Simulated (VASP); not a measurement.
Input of a VASP 6.6.1 run:

Contents of INCAR:

```
SYSTEM = PtS2
AGGAC = 0.0
ALGO = Normal
EDIFF = 1E-6
EDIFFG = -0.01
ENCUT = 600
GGA = MK
IBRION = 2
ISIF = 3
ISMEAR = 0
KPAR = 2
LASPH = .TRUE.
LCHARG = .FALSE.
LREAL = .FALSE.
LUSE_VDW = .TRUE.
LWAVE = .FALSE.
NELM = 80
NSW = 90
PARAM1 = 0.1234
PARAM2 = 0.711357
PREC = Accurate
SIGMA = 0.03
ZAB_VDW = -1.8867
```

The input KPOINTS:

```
k-points
0
G
  9 9 5
  0 0 0
```

File POSCAR:

```
PtS2
1.0
    3.5432000000      0.0000000000      0.0000000000
   -1.7716000000      3.0685012107      0.0000000000
    0.0000000000      0.0000000000      5.0388000000
Pt S
1 2
Direct
    0.0000000000      0.0000000000      0.0000000000
    0.3333333333      0.6666666667      0.2270000000
    0.6666666667      0.3333333333      0.7730000000
```

Potentials or basis: VASP PAW PBE potentials, release 64 (Pt, S).

Command:

```sh
$ cat potpaw_PBE.64/Pt/POTCAR potpaw_PBE.64/S/POTCAR > POTCAR
$ mpirun -np 2 vasp_std > vasp.out
```

Predict the band gap on the k mesh.

0.39 eV, indirect (least direct gap 0.91 eV).

What does it give for the space group after relaxing (to 0.05 Å)?

P-3m1 (No. 164).

Predict the relaxed cell.

a = 3.589 Å, b = 3.589 Å, c = 4.887 Å, α = 90.00°, β = 90.00°, γ = 120.00°.

Forces in eV/Å, atoms in the order of the input:
```
Pt   0.000  0.000  0.000
S    0.000  0.000  0.010
S    0.000  0.000 -0.010
```

Caveat: the PAW data sets were made with another functional, which shifts forces and pressure a little; spin-orbit coupling is left out, which moves the levels of the heavy elements; an odd mesh through Γ misses points on the zone boundary, where band edges often lie.
